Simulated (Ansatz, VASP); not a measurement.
**Two plane-wave programs on NbH**

The input INCAR:

```
SYSTEM = NbH
PREC     = Accurate       ! precision mode
ENCUT    = 520            ! plane-wave cutoff, eV
EDIFF    = 1E-6           ! SCF threshold, eV
ISMEAR   = 0              ! smearing method
SIGMA    = 0.1            ! smearing width, eV
LREAL    = .FALSE.        ! projectors in reciprocal space
LASPH    = .TRUE.         ! aspherical terms in the spheres
NELM     = 60             ! most SCF steps
ALGO     = Normal         ! electronic algorithm
ISIF     = 2              ! what is computed and relaxed
LWAVE    = .FALSE.        ! write WAVECAR
LCHARG   = .TRUE.         ! write CHGCAR
GGA      = PS             ! functional
LELF     = .TRUE.         ! ELF
LVHAR    = .TRUE.       
NBANDS   = 14             ! bands
```

File KPOINTS:

```
Automatic mesh
0
G
  8 8 8
  0 0 0
```

Contents of POSCAR:

```
NbH
1.0
   -1.6069640000      1.6069640000      1.9843010000
    1.6069640000     -1.6069640000      1.9843010000
    1.6069640000      1.6069640000     -1.9843010000
Nb H
1 1
Direct
    0.0000000000      0.0000000000      0.0000000000
    0.5000000000      0.5000000000      0.0000000000
```

Input for Ansatz:

```yaml
crystal:
  lattice:
    - [-1.606964, 1.606964, 1.984301]
    - [1.606964, -1.606964, 1.984301]
    - [1.606964, 1.606964, -1.984301]
  atoms:
    - { symbol: Nb, position: [0.0, 0.0, 0.0] }
    - { symbol: H, position: [0.5, 0.5, 0.0] }
basis:
  ecutwfc: 420
kpoints:
  mp_grid: { grid: [8, 8, 8] }
hamiltonian:
  xc: pbesol
scf:
  occupations: { method: gaussian, width: 0.1 }
output:
  forces: true
  stress: true
  eigenvalues: true
```

The cell comes from a database or a generator and needn't be the stable form of this composition.

Alike in both runs: task single point; functional PBEsol; k mesh 8 × 8 × 8; occupations gaussian, width 0.1 eV; no spin polarisation.

|  | VASP | Ansatz |
| --- | --- | --- |
| version | VASP 6.6.1 | Ansatz 0.2.0 |
| potentials or method | VASP PAW PBE potentials, release 64 (Nb_sv, H) | scalar-relativistic, plane waves, PAW |
| plane-wave cutoff (eV) | 520 | 420 |
| valence electrons in the cell | 14 | 14 |

```tsv
	VASP	Ansatz	Ansatz less VASP
gap on the k mesh at the Fermi level (eV)	none	none	-
pressure (GPa)	-7.9	-7.5	+0.36
largest component of the traceless stress (GPa)	2.40	2.44	+0.042
```

A gap of «none» marks a metal or a gap that the smearing closes. With one functional, cell and mesh, what is left measures potentials, basis and numerics.

Caveats: the PAW data sets were made with another functional, which shifts forces and pressure a little (VASP).
